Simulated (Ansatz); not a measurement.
# GaP: the cost of one run

Computed with Ansatz 0.2.0 (DFT PBEsol, scalar-relativistic, plane waves, PAW, unless a step's input says otherwise).

4 further runs of the same task are left out: 1 that didn't finish, 3 set aside as unsound or not needed.

## 1. Starting point

The structure is cubic, space group F-43m (No. 216). Conventional cell: a = 5.438 Å, b = 5.438 Å, c = 5.438 Å, α = 90.00°, β = 90.00°, γ = 90.00°. Ga (site symmetry -43m) is surrounded by 4 P at 2.35 Å. P (site symmetry -43m) is surrounded by 4 Ga at 2.35 Å.

Structure file:

```
CELL_PARAMETERS angstrom
0.00000 2.71923 2.71923
2.71923 0.00000 2.71923
2.71923 2.71923 0.00000
ATOMIC_POSITIONS crystal
Ga 0.00000 0.00000 0.00000
P 0.75000 0.75000 0.75000
```

This cell was relaxed beforehand with the same method: volume 20.11 Å³/atom, gap on the mesh 1.50 eV.

## 2. Relaxing at 4 GPa

What is minimised here is the enthalpy; the energy can go up as the cell is squeezed.

The input, input.yaml:

```yaml
crystal:
  lattice:
    - [0.0, 2.7192250973, 2.7192250973]
    - [2.7192250973, 0.0, 2.7192250973]
    - [2.7192250973, 2.7192250973, 0.0]
  atoms:
    - { symbol: Ga, position: [0.0, 0.0, 0.0] }
    - { symbol: P, position: [0.75, 0.75, 0.75] }
basis:
  ecutwfc: 420
kpoints:
  mp_grid: { grid: [8, 8, 8] }
hamiltonian:
  xc: pbesol
scf:
  occupations: { method: fixed }
output:
  forces: true
  stress: true
  eigenvalues: true
relax:
  adjacent_minimum: "off"
  f_tol: 0.001
  max_steps: 60
  cell: { stress_tol: 0.02, p_target: 4.0 }
```

The run is started by

```
> ansatz run input.yaml --threads 1 --pin off --max-ram 3072MiB --backend cpu --events-out ev --progress --plain --runs-dir out
```

What time and memory should one allow on 1 thread of Intel Xeon at 2.50GHz (Skylake/Cascade Lake), shared host?

About 33 s, with a peak of 0.33 GiB.
